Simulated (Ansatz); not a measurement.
# A series in volume scale on As

Results calculated with Ansatz 0.2.0, not measured. Plane-wave DFT, scalar-relativistic PAW made under PBE with cores redone for the functional, no dispersion; the given relaxed cell is scaled uniformly, energy at zero smearing counts from the unscaled cell, pressure at the given Fermi-Dirac smearing is positive in compression.

The cell before it is scaled or strained (space group Fm-3m, No. 225):
```
CELL_PARAMETERS angstrom
0.00000 2.14530 2.14530
2.14530 0.00000 2.14530
2.14530 2.14530 0.00000
ATOMIC_POSITIONS crystal
As 0.00000 0.00000 0.00000
```

Settings of every row: spin polarised no; functional RPBE; wave cutoff 420 eV; smearing width 0.1 eV; k mesh 14x14x14.

Atom starting moment: 0 on all atoms.

Limits: the cell comes from a prototype or a list of computed structures and needn't be the stable phase.

| row | volume scale | V (Å³/atom) | pressure (GPa) | energy change per atom (meV) |
| --- | --- | --- | --- | --- |
| 1 | 0.88 | 17.377 | 12.33 | 78.33 |
| 2 | 0.92 | 18.167 | 7.24 | 31.07 |
| 3 | 0.96 | 18.957 | 3.15 | 6.44 |
| 4 | 1.04 | 20.537 | -2.69 | 7.68 |
| 5 | 1.08 | 21.326 | -4.77 | 26.49 |
| 6 | 1.12 | 22.116 | ? | ? |

Question: what pressure and energy change per atom should row 6 give?

Worked fit of pressure. Take u = (V_r/V)^(2/3) − 1 with V_r = 18.957 Å³ an atom, which is twice the finite (Eulerian) strain; such expansions in the strain, on which the Birch-Murnaghan equation of state is built, carry the rest volume and the bulk modulus. The shown rows have u = 0.05973, 0.02878, 0, -0.05197, -0.0755. Least squares give pressure = 3.16 + 131.89 × u + 359.3 × u² GPa; a straight line predicts inner rows, each left out in turn, worse (root mean square 0.74 against 0.037 GPa). The rows lie off it by 0.01, -0.01, -0.01, 0.03, -0.02. The pressure vanishes at u = -0.0258, or V = 19.71 Å³ an atom, and there the bulk modulus at fixed shape and fractions is B = −V dP/dV = (2/3)(1 + u) dP/du = 73.6 GPa. The withheld row has u = -0.09765, so the fit gives 3.16 + 131.89 × (-0.09765) + 359.3 × (-0.09765)² = -6.29 GPa.

The calculation gave -6.46 GPa. The fit lies 0.17 GPa (2.6 % of the value, 0.9 % of the column's range) above it; its largest miss of a shown row is 0.03 GPa. This row lies beyond the range of the fit.

Worked fit of energy change per atom. Take u = (V_r/V)^(2/3) − 1 with V_r = 18.957 Å³ an atom, which is twice the finite (Eulerian) strain; such expansions in the strain, on which the Birch-Murnaghan equation of state is built, carry the rest volume and the bulk modulus. The shown rows have u = 0.05973, 0.02878, 0, -0.05197, -0.0755. Least squares give energy change per atom = 6.513 + 550.97 × u + 10854.7 × u² meV; a straight line predicts inner rows, each left out in turn, worse (root mean square 22 against 0.54 meV). The rows lie off it by 0.18, -0.29, -0.07, 0.48, -0.30 (root mean square 0.3 meV). The withheld row has u = -0.09765, so the fit gives 6.513 + 550.97 × (-0.09765) + 10854.7 × (-0.09765)² = 56.22 meV.

The calculation gave 54.45 meV. The fit lies 1.77 meV (3.3 % of the value, 2.5 % of the column's range) above it; its largest miss of a shown row is 0.48 meV. This row lies beyond the range of the fit.
